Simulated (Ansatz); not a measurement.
Calculation for C (fcc type): DFT, PBE, PAW with other files of Ansatz's library (core large), scalar-relativistic (Ansatz 0.2.0). This run: volume at 0.4 of the series' base cell, core large.

The cell comes from a relaxation on PAW files under the same functional, begun from a prototype that needn't be the stable phase.

Command: `ansatz run input.yaml --threads 1 --pin off --max-ram 2048MiB --backend cpu --events-out ev --progress --plain --runs-dir out` It took 0.73 s on 1 thread of Intel(R) Xeon(R) Platinum 8488C (Sapphire Rapids), on a shared host, peak memory 0.3 GiB.

```yaml
crystal:
  lattice:
    - [0.0, 1.1351350294, 1.1351350294]
    - [1.1351350294, 0.0, 1.1351350294]
    - [1.1351350294, 1.1351350294, 0.0]
  atoms:
    - { symbol: C, position: [0.0, 0.0, 0.0] }
kpoints:
  mp_grid: { grid: [22, 22, 22] }
scf:
  occupations: { method: fermi_dirac, width: 0.1 }
hamiltonian:
  xc: pbe
  pseudopotentials: { kind: paw, core: large }
output:
  forces: true
  stress: true
  eigenvalues: true
```

Output:

```
Engine: ansatz 0.2.0
Pseudopotentials: kind: paw
Pseudopotential: C, paw, valence charge 4, recommended cutoff 420 eV (normal), C.paw.azcp
Functional definition: PBE
  parameter kappa = 0.804
  parameter beta = 0.06672455060314922
  exchange = pbe_x(kappa = kappa, mu = beta*pi^2/3)
  correlation = pbe_c(beta = beta)
Crystal: 1 atoms, lattice volume = 2.925 Å³
Basis set: ecut = 420 eV, 59 PW (Γ), exchange–correlation on 24×24×24 points (8 copies of the dense FFT grid, shifted against one another)
Bands: 6, of which v1, the nominal top of the filled ones, is band 2 counted from 1 (1 counted from 0)
Symmetry: 48 space group operations
Space group: Fm-3m (ITA 225), of the structure as read, at distance tolerance 1.4e-5 Å
k-points: 328 of 10648
Non-local potential: C, projectors of the file, l = 0: 2, l = 1: 2, l = 2: 1
PAW form: soft (Blöchl's): semilocal exchange-correlation on the pseudo side does not see the compensation charge
PAW one-centre angular grid: C, 110 points (default); XC on 64 Gauss nodes
Initial density: superposition of atomic densities (neutral atoms: chi_scale 0, normalization atom), corrected by the library's trained network
Initial wavefunctions: pseudopotential atomic-orbital guess
Functional: x = pbe(κ = 0.804, μ = 0.2195149727645171), c = pbe(β = 0.06672455060314922)
SCF iter   1: F=—  HF=-241.575088 eV  |F-HF|=—  |Δ(HF+E_count)|=         —  Δρ=3.81e-2  dr2=9.67e-3  ethr=1.77e-3  ⟨swp⟩=3.6  Hψ=13865  notcnv=0
preconditioner: auto → none  [metal: Δε(μ)=0.085 eV  Ē_g=37.095 eV  σ=0.100 eV  W_gap=0.21  n_scr=0 (ndim 8)  ℏωp=43.4 eV  f_vac=0.000  D(μ)=0.20/eV (n_scr^D=0)]
SCF iter   2: F=—  HF=-241.582960 eV  |F-HF|=—  |Δ(HF+E_count)|=   7.87e-3  Δρ=1.81e-2  dr2=2.01e-3  ethr=2.42e-4  ⟨swp⟩=1.0  Hψ=4592  notcnv=0
SCF iter   3: F=—  HF=-241.585751 eV  |F-HF|=—  |Δ(HF+E_count)|=   2.79e-3  Δρ=5.57e-4  dr2=2.39e-6  ethr=5.02e-5  ⟨swp⟩=1.4  Hψ=2076  notcnv=0
SCF iter   4: F=—  HF=-241.585751 eV  |F-HF|=—  |Δ(HF+E_count)|=   4.38e-7  Δρ=1.58e-5  dr2=1.73e-9  ethr=5.98e-8  ⟨swp⟩=1.8  Hψ=2413  notcnv=0
iter 5 did not close the SCF: its close was put off for the readings that it lacked (scf_convergence_deferred on its scf_iter line)
SCF iter   5: F=-241.585751 eV  HF=-241.585751 eV  |F-HF|=4.71e-11  |Δ(HF+E_count)|=  6.08e-10  Δρ=2.99e-6  dr2=3.97e-11  ethr=4.33e-11  ⟨swp⟩=2.0  Hψ=2361  notcnv=0
SCF iter   6: F=-241.585751 eV  HF=-241.585751 eV  |F-HF|=5.68e-14  |Δ(HF+E_count)|=  4.83e-11  Δρ=5.56e-8  dr2=2.57e-14  ethr=1.00e-12  ⟨swp⟩=1.6  Hψ=5810  notcnv=0
SCF 1 converged in 6 iterations: F = -241.585751 eV  dr2 = 2.57e-14
  greatest PAW one-centre occupation: 0.707 electrons in one spin orbital (limit 2), on the C atom at site 0 (counted from 0), in its partial waves of l = 0
SCF converged after 6 iterations
Free energy (F): -241.585751 eV
Harris-Foulkes:  -241.585751 eV  (|F-HF|=5.68e-14)
Internal energy: -241.579365 eV  (E = F + TS)
E sigma→0 (E₀):  -241.582558 eV
Entropy (-TS):   -0.006387 eV (-6.387 meV/atom)
Fermi energy:    33.165904 eV
--- Per-component energies (eV) ---
  E_band       = 70.807972
  E_kinetic    = 114.094425
  E_local      = -0.042340  (includes V_loc(G=0)·N_el)
  E_nonlocal   = 30.261825
  E_hartree    = 0.969364
  E_xc         = -54.535856
  E_vxc        = -68.229371  (∫ρ·V_xc dr)
  E_paw        = -99.683498  (= ΣΔE_a)
  E_vpaw       = -7.215305  (= ΣTr[D̂ρ^β])
  E_aug_tail   = 0.000011  (compensation charges beyond the density's cutoff)
  E_ewald      = -232.643295
  E_smearing   = -0.006387  (= −TS)
  E_closure    = 0.000000  (closes the sum)
  Σ components = -241.585751   (vs F -241.585751, Δ=0.00e0)
--- Forces (eV/Å), atoms counted from 1 ---
  atom   1  C      0.00000000     0.00000000    -0.00000000
  max |Σ_I F_I| component: 9.76e-33 eV/Å
--- Stress (GPa, compression-positive) ---
      728.691749       0.000000       0.000000
       -0.000000     728.691749       0.000000
        0.000000       0.000000     728.691749
  P = ⅓ Tr σ = 728.6917 GPa (7286.917 kbar)
--- Band table (eV; the first three rows and the last of 328) ---
  k-point 0: bands = ["-3.5854", "50.9548", "50.9548", "50.9548", "78.0462", "78.0462"]
  k-point 1: bands = ["-3.4462", "50.2960", "50.8120", "50.8120", "76.2502", "78.3696"]
  k-point 2: bands = ["-3.0285", "48.3701", "50.4145", "50.4145", "74.1080", "79.2301"]
  k-point 327: bands = ["20.2416", "22.6386", "26.4823", "34.4126", "65.8108", "75.4438"]
```
